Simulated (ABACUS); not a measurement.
# Ag (Fm-3m) in ABACUS: a series of runs, part 2 of 2

ABACUS 3.10.1.

### 5 Single point, PBE (cell strained at random at fixed volume)

Contents of INPUT:

```
INPUT_PARAMETERS
suffix              Ag
calculation         scf
basis_type          lcao
pseudo_dir          ./
orbital_dir         ./
symmetry            1
dft_functional      pbe
ecutwfc             100
pseudo_rcut         10
nspin               1
nbands              14
ks_solver           genelpa
smearing_method     fd
smearing_sigma      0.00367493
scf_thr             1e-07
scf_nmax            100
mixing_type         broyden
mixing_beta         0.7
cal_force           1
cal_stress          1
out_mul             1
```

Contents of STRU:

```
ATOMIC_SPECIES
Ag 107.8682 Ag.upf

NUMERICAL_ORBITAL
Ag_confined-atom_7au_3s2p2d1f.orb

LATTICE_CONSTANT
1.8897261246

LATTICE_VECTORS
-0.0062230000 2.0386280000 2.0672000000
2.0149730000 0.0469460000 2.0140300000
2.0855950000 2.0560800000 -0.0236760000

ATOMIC_POSITIONS
Direct

Ag
0.0
1
0.0022060000 0.0285520000 -0.0104340000 1 1 1
```

Contents of KPT:

```
K_POINTS
0
Gamma
11 11 11 0 0 0
```

Potentials or basis: PseudoDojo NC SR 0.4.1 PBE standard, DZP LCAO (the cutoffs set its grid).

On the command line:

```sh
$ OMP_NUM_THREADS=1 mpirun -np 4 abacus > log
```

running log:

```text
ABACUS v3.10.1

               Atomic-orbital Based Ab-initio Computation at UStc

 ------------------------------------------------------------------------------------

 READING GENERAL INFORMATION
                           global_out_dir = OUT.Ag/
                           global_in_card = INPUT
                               pseudo_dir = ./
                              orbital_dir = ./
                                    DSIZE = 4
                                    GSIZE = 1

 READING UNITCELL INFORMATION
                                    ntype = 1
                  lattice constant (Bohr) = 1.88973
              lattice constant (Angstrom) = 1

 READING ATOM TYPE 1
                               atom label = Ag
                      L=0, number of zeta = 3
                      L=1, number of zeta = 2
                      L=2, number of zeta = 2
                      L=3, number of zeta = 1
             number of atom for this type = 1

                        TOTAL ATOM NUMBER = 1
DIRECT COORDINATES
    atom                   x                   y                   z     mag                  vx                  vy                  vz
taud_Ag1            0.0022060000        0.0285520000        0.9895660000  0.0000        0.0000000000        0.0000000000        0.0000000000

                          Volume (Bohr^3) = 115.046
                             Volume (A^3) = 17.0481

 Lattice vectors: (Cartesian coordinate: in unit of a_0)
            -0.006223            +2.03863             +2.0672
             +2.01497           +0.046946            +2.01403
              +2.0856            +2.05608           -0.023676
 Reciprocal vectors: (Cartesian coordinate: in unit of 2 pi/a_0)
            -0.242967           +0.249187           +0.237272
            +0.252145           -0.252884           +0.250148
            +0.235147           +0.245065            -0.24097
 The esolver type has been set to : ksdft_lcao

                PAO radial cut off (Bohr) = 10

 Read in pseudopotential file is Ag.upf
                     pseudopotential type = NC
          exchange-correlation functional = PBE
                 nonlocal core correction = 1
                        valence electrons = 19
                                     lmax = 2
                           number of zeta = 4
                     number of projectors = 6
                           L of projector = 0
                           L of projector = 0
                           L of projector = 1
                           L of projector = 1
                           L of projector = 2
                           L of projector = 2
     initial pseudo atomic orbital number = 10

 SETUP THE ELECTRONS NUMBER
            electron number of element Ag = 19
      total electron number of element Ag = 19
            AUTOSET number of electrons:  = 19
                           occupied bands = 10
                                   NLOCAL = 26
                                   NBANDS = 14
                                   NBANDS = 14
                                   NLOCAL = 26

%%%%%%%%%%%%%%%%%%%%%%%%%%%%%%%%%%%%%%%%%%%%%%%%%%%%%%%%%%%%%%%%%%%%%%%%%%%%%%%%%%%%%%%%%%%%%%%%%%%%%%%%%%
 Warning: the number of valence electrons in pseudopotential > 11 for Ag: [Kr] 4d10 5s1
 Pseudopotentials with additional electrons can yield (more) accurate outcomes, but may be less efficient.
 If you're confident that your chosen pseudopotential is appropriate, you can safely ignore this warning.
%%%%%%%%%%%%%%%%%%%%%%%%%%%%%%%%%%%%%%%%%%%%%%%%%%%%%%%%%%%%%%%%%%%%%%%%%%%%%%%%%%%%%%%%%%%%%%%%%%%%%%%%%%

 SETUP THE PLANE WAVE BASIS
 energy cutoff for charge/potential (unit:Ry) = 400
            fft grid for charge/potential = [ 36, 36, 36 ]
                        fft grid division = [ 3, 3, 3 ]
[... 144 lines left out ...]
        4            253           2769

 SET NONLOCAL PSEUDOPOTENTIAL PROJECTORS
 max number of nonlocal projetors among all species is 6

 -------------------------------------------
 SELF-CONSISTENT
 -------------------------------------------

 SETUP SEARCHING RADIUS FOR PROGRAM TO SEARCH ADJACENT ATOMS
                  longest orb rcut (Bohr) = 7
   longest nonlocal projector rcut (Bohr) = 1.66
                     search radius (Bohr) = 17.3
              searching radius is (Bohr)) = 17.3
         searching radius unit is (Bohr)) = 1.89
                         PeriodicBoundary = 1
                        Radius(unit:lat0) = 9.17
                                   glayer = [ 5, 5, 5 ]
                             glayer_minus = [ 4, 4, 4 ]

Find the coordinate range of the input atom(unit:lat0).
                                  min_tau = [ -14.3, -14.5, -16.4 ]
                                  max_tau = [ 18.5, 18.6, 16.5 ]
                                BoxNumber = [ 9, 9, 9 ]

 SETUP EXTENDED REAL SPACE GRID FOR GRID INTEGRATION
                          real space grid = [ 36, 36, 36 ]
                 big cell numbers in grid = [ 12, 12, 12 ]
             meshcell numbers in big cell = [ 3, 3, 3 ]
                        extended fft grid = [ 19, 20, 19 ]
                dimension of extened grid = [ 51, 53, 51 ]
                            UnitCellTotal = 125
              Atom number in sub-FFT-grid = 1
    Local orbitals number in sub-FFT-grid = 26
                                ParaV.nnr = 15717
                                 init_chg = atomic

 LCAO ALGORITHM --------------- ION=   1  ELEC=   1--------------------------------

 Density error is 0.0412857543261
----------------------------------------------------------
     Energy           Rydberg                 eV
----------------------------------------------------------
 E_KohnSham     -310.0107060281      -4217.9120429850
 E_Harris       -313.5669158651      -4266.2967600517
 E_Fermi        1.3269192650         18.0536627895
----------------------------------------------------------
[... 69 lines left out ...]
 Density error is 2.76049098326e-08
----------------------------------------------------------
     Energy           Rydberg                 eV
----------------------------------------------------------
 E_KohnSham     -310.0341931625      -4218.2316018428
 E_KS(sigma->0) -310.0341003088      -4218.2303385032
 E_Harris       -310.0341954688      -4218.2316332212
 E_band         -17.1391492400       -233.1900885367
 E_one_elec     -120.3975925061      -1638.0932835657
 E_Hartree      71.0210474191        966.2909228284
 E_xc           -46.3310625310       -630.3664448162
 E_Ewald        -214.3263998371      -2916.0602696102
 E_entropy(-TS) -0.0001857074        -0.0025266792
 E_descf        0.0000000000         0.0000000000
 E_exx          0.0000000000         0.0000000000
 E_Fermi        1.2954178916         17.6250646172
----------------------------------------------------------

 charge density convergence is achieved
 final etot is -4218.2316018 eV
 EFERMI = 17.625064617 eV

 STATE ENERGY(eV) AND OCCUPATIONS    NSPIN == 1
 1/666 kpoint (Cartesian) = 0.0000 0.0000 0.0000 (490 pws)
       1       -74.5923     0.00150263
       2       -37.9765     0.00150263
       3       -37.9734     0.00150263
       4       -37.9722     0.00150263
       5        9.66856     0.00150263
       6        12.4798     0.00150263
       7        12.5938     0.00150263
       8        12.8311     0.00150263
       9        13.6538     0.00150263
      10        13.7470     0.00150263
      11        34.1158        0.00000
      12        36.8454        0.00000
      13        37.4277        0.00000
      14        38.9001        0.00000
[... 66 lines left out ...]
       1       -74.5758     0.00300526
       2       -38.1329     0.00300526
       3       -38.0024     0.00300526
       4       -37.9901     0.00300526
       5        11.0491     0.00300526
       6        12.4913     0.00300526
       7        12.7994     0.00300526
       8        14.3266     0.00300526
       9        14.5276     0.00300526
      10        16.5599     0.00300526
      11        21.4622    1.40872e-36
      12        33.9247        0.00000
      13        35.4983        0.00000
      14        36.1042        0.00000

[... levels at 660 further k points ...]

 correction force for each atom along direction 1 is -2.69931e-06
 correction force for each atom along direction 2 is 1.24902e-06
 correction force for each atom along direction 3 is 1.97036e-06
------------------------------------------------------------------------------------------
 TOTAL-FORCE (eV/Angstrom)
------------------------------------------------------------------------------------------
                       Ag1         0.0000000000         0.0000000000         0.0000000000
------------------------------------------------------------------------------------------

----------------------------------------------------------------
 TOTAL-STRESS (KBAR)
----------------------------------------------------------------
        58.1798885588       -18.9147649737        15.5588041516
       -18.9147649737        55.3426704530        -9.1251589088
        15.5588041516        -9.1251589088        54.6239842867
----------------------------------------------------------------
 TOTAL-PRESSURE: 56.048848 KBAR

 --------------------------------------------
 !FINAL_ETOT_IS -4218.2316018428418829 eV
 --------------------------------------------
```

Wall time 9.8 s (4 MPI ranks of AMD EPYC 7B13 (Zen 3), shared host); peak memory 0.44 GiB.

Results:

```
Free energy            : -4218.2316 eV
Pressure               : 5.6 GPa
Band gap on the k mesh : none (metal or under the smearing width)
```

Caveat: the atomic orbitals were generated for these runs and aren't a published set; the basis of atomic orbitals isn't converged, which shifts pressures, moduli and gaps.

### 6 Overview

| level | potentials or basis | cell | k mesh | orbital files | eigensolver | gap on the mesh (eV) | pressure (GPa) |
| --- | --- | --- | --- | --- | --- | --- | --- |
| BLYP | SPMS ONCV 1.0 PBE, DZP LCAO (the cutoffs set its grid) | as given | 10 × 10 × 10 | Ag Ag_confined-atom_7au_3s2p2d1f.orb | genelpa | none | 13.0 |
| PBE | PseudoDojo NC SR 0.5 PBE standard, TZDP LCAO (the cutoffs set its grid) | as given | 10 × 10 × 10 | Ag Ag_confined-atom_7au_4s3p3d1f.orb | scalapack_gvx | none | 4.9 |
| PBE | PseudoDojo NC SR 0.4.1 PBE standard, DZP LCAO (the cutoffs set its grid) | as given | 11 × 11 × 11 | Ag Ag_confined-atom_7au_3s2p2d1f.orb | genelpa | none | 5.2 |
| PBE | PseudoDojo NC SR 0.4.1 PBE standard, DZP LCAO (the cutoffs set its grid) | cell strained at random at fixed volume | 11 × 11 × 11 | Ag Ag_confined-atom_7au_3s2p2d1f.orb | genelpa | none | 5.6 |

Alike in all rows: task single point; no spin polarisation; cutoff (eV) 1361; smearing fermi-dirac 0.05 eV.

Caveats: the atomic orbitals were generated for these runs and aren't a published set; the basis of atomic orbitals isn't converged, which shifts pressures, moduli and gaps; the potentials were made for another functional, which shifts forces and pressure (some runs).

Total energies depend on the potentials used, so only differences within one code and one set of settings carry meaning.
